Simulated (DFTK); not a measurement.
Runs of DFTK 0.8.2 on Hf. Symmetry: P6_3/mmc, No. 194, hexagonal system. Conventional cell: a = 3.197 Å, b = 3.197 Å, c = 5.058 Å, α = 90.00°, β = 90.00°, γ = 120.00°. Hf (site symmetry -6m2) has 12 Hf at 3.13 to 3.20 Å as nearest neighbours. 

| task | level | potentials or basis | k mesh | cutoff (eV) | valence electrons | SCF solver | mesh quality | gap on the mesh (eV) | pressure (GPa) | V0 of scaled cells (Å³/atom) | B0 (GPa) |
| --- | --- | --- | --- | --- | --- | --- | --- | --- | --- | --- | --- |
| equation of state | BLYP | SPMS 1.0 (PBE) | 6 × 6 × 3 | 816 | Hf 12 | - | coarse | - | - | 23.19 | (b) |
| band structure | TASK | in-house norm-conserving set (r2SCAN, scalar relativistic) | 6 × 6 × 3 | 1225 | Hf 26 | ScfAndersonSolver | coarse | none | 5.1 | - | - |
| single point | PBEsol | dojo.nc.sr.pbesol.v0_4_1.standard.upf (PBEsol) | 10 × 10 × 5 | 952 | Hf 12 | - | not flagged | none | -3.6 | - | - |
| equation of state | PBEsol | SG15 1.2 (PBE) | 6 × 6 × 3 | 952 | Hf 26 | - | coarse | - | - | (a) | 114 |
| equation of state | PBEsol | dojo.nc.sr.pbesol.v0_4_1.standard.upf (PBEsol) | 10 × 10 × 5 | 952 | Hf 12 | - | not flagged | - | - | 21.65 | 114 |

Alike in all rows: no spin polarisation; cell as given; smearing fermi-dirac 0.05 eV.

Fill in the values left out.

(a) 21.86; (b) 105.

Caveats: some runs use coarse meshes; the cell was scaled at fixed shape and fractional positions, which overstates the stiffness of a crystal with free parameters, most of all of layers and chains (some runs); the potentials were made for another functional, which shifts forces and pressure (some runs); the program warned that the kinetic-energy density falls under its von Weizsäcker bound, which can give unphysical results (some runs).

A k mesh can miss the band edges, and the runs leave out spin-orbit coupling on Hf.

A gap of «none» marks a metal or a gap under the smearing width.

Not every run made on this cell is shown here.
